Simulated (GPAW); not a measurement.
The system is TaN.

```
Ta N
1.0
     0.00000    2.21132    2.21132
     2.21132    0.00000    2.21132
     2.21132    2.21132    0.00000
Ta N
1 1
Direct
  0.50000 0.50000 0.50000
  0.00000 0.00000 0.00000
```

The cell comes from a database or a generator and needn't be the stable form of this composition.

| Quantity | Value |
| --- | --- |
| Program | GPAW 26.7.0 |
| Task | relaxation of cell and atoms |
| Functional | PBEsol |
| Dispersion | D4 |
| Potentials or basis | PAW data sets generated in the run's folder for this functional |
| Cutoff | 800 eV |
| Basis | pw |
| k mesh | 10 × 10 × 10 |
| Occupations | fermi-dirac, width 0.05 eV |
| Spin | no spin polarisation |

At the start: pressure -13.9 GPa; volume 10.81 Å³/atom.

Question: How do energy, volume and symmetry change on relaxing?

Answer: Over 4 steps the energy falls by 18.1 meV/atom and the volume is 10.37 Å³/atom (-4.1 %); space group Fm-3m (No. 225, to 0.05 Å).

The path:
| step | energy change (eV) | largest force (eV/Å) | pressure (GPa) | volume (Å³) |
| --- | --- | --- | --- | --- |
| 1 | 0.0000 | 0.0000 | -13.87 | 21.63 |
| 2 | -0.0272 | 0.0000 | -7.50 | 21.20 |
| 3 | -0.0361 | 0.0000 | 0.41 | 20.72 |
| 4 | -0.0362 | 0.0000 | -0.01 | 20.75 |

Final structure:
```yaml
crystal:
  lattice:
    - [0.00000, 2.18090, 2.18090]
    - [2.18090, 0.00000, 2.18090]
    - [2.18090, 2.18090, 0.00000]
  atoms:
    - { symbol: Ta, position: [0.50000, 0.50000, 0.50000] }
    - { symbol: N, position: [0.00000, 0.00000, 0.00000] }
```

Caveat: later steps reuse the first step's grids; pairwise dispersion overbinds metals, which lowers pressure and volume.
